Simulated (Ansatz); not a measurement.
# TaSi2: equation of state with PBEsol

The system is TaSi2.

```
Ta Si
1.0
     4.78390    0.00000    0.00000
    -2.39195    4.14298    0.00000
     0.00000    0.00000    6.57000
Ta Si
3 6
Direct
  0.00000 0.50000 0.33333
  0.50000 0.50000 0.66667
  0.50000 0.00000 0.00000
  0.31794 0.15897 0.33333
  0.15897 0.84103 0.66667
  0.84103 0.68206 0.00000
  0.68206 0.84103 0.33333
  0.84103 0.15897 0.66667
  0.15897 0.31794 0.00000
```

| Item | Value |
| --- | --- |
| Program | Ansatz 0.2.0 |
| Task | equation of state |
| Functional | PBEsol |
| Potentials or basis | Ansatz PAW |
| Cutoff | 420 eV |
| Density cutoff | 1680 eV |
| k mesh | 7 × 7 × 4 |
| Occupations | fermi-dirac, width 0.05 eV |
| Spin | no spin polarisation |

```
Equilibrium volume                        : 14.30 Å³/atom
Bulk modulus at fixed shape and positions : 198 GPa
Pressure derivative of the bulk modulus   : 4.3
```

Energy against volume, from the lowest point:
| volume (Å³/atom) | energy (meV/atom) |
| --- | --- |
| 13.600 | 22.54 |
| 13.890 | 7.06 |
| 14.179 | 0.00 |
| 14.468 | 0.52 |
| 14.758 | 7.86 |
| 15.047 | 21.33 |
| 15.336 | 40.29 |

All runs of the series together: 7.9 s on 4 threads of AMD EPYC 9R45 96-Core Processor (Zen 5), on a shared host.

Caveat: the cell was scaled at fixed shape and fractional positions, which overstates the stiffness of a crystal with free parameters, most of all of layers and chains. The run has no spin-orbit coupling, so splittings on Ta are missing.
